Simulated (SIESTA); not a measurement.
MoS2, a slab with vacuum:

```
CELL_PARAMETERS angstrom
3.18413 0.00000 0.00000
-1.59206 2.75753 0.00000
0.00000 0.00000 17.33460
ATOMIC_POSITIONS crystal
Mo 0.00000 0.00000 0.00000
S 0.33333 0.66667 0.91051
S 0.33333 0.66667 0.08949
```

- Program: SIESTA 5.4.2
- Task: single point
- Functional: PBE
- Potentials or basis: PseudoDojo 0.4 standard (PBE files)
- Basis: DZP (energy shift 0.003 Ry; two zetas on semicore shells)
- Grid cutoff: 800 Ry
- Energy shift: 0.003 Ry
- k mesh: 10 × 10 × 2
- Occupations: fermi-dirac, width 0.05 eV
- Spin: no spin polarisation

On this cell: largest force 0.600 eV/Å; band gap on the k mesh 1.71 eV, indirect (least direct gap 1.95 eV).

The same run follows on a disturbed copy (atoms moved at random, drawn with an rms of 0.05 Å):

```
Mo S
1.0
     3.18413    0.00000    0.00000
    -1.59206    2.75753    0.00000
     0.00000    0.00000   17.33460
Mo S
1 2
Direct
  0.00290 0.98616 0.99953
  0.33139 0.66107 0.91056
  0.32174 0.65518 0.08953
```

Problem. What changes?

Solution. The energy moves by +7.1 meV/atom; largest force 0.921 eV/Å; band gap on the k mesh 1.70 eV, indirect (least direct gap 1.93 eV).

Forces in eV/Å, atoms in the order of the input:
```
Mo  -0.821  0.317  0.271
S    0.319 -0.231 -0.764
S    0.502 -0.086  0.492
```

Stress tensor (GPa, compression positive):
```
 1.39 -0.31  0.31
-0.31  1.14  0.24
 0.31  0.24  2.05
```

Caveats: the basis of atomic orbitals isn't converged, which shifts pressures, moduli and gaps.

A k mesh can miss the band edges.
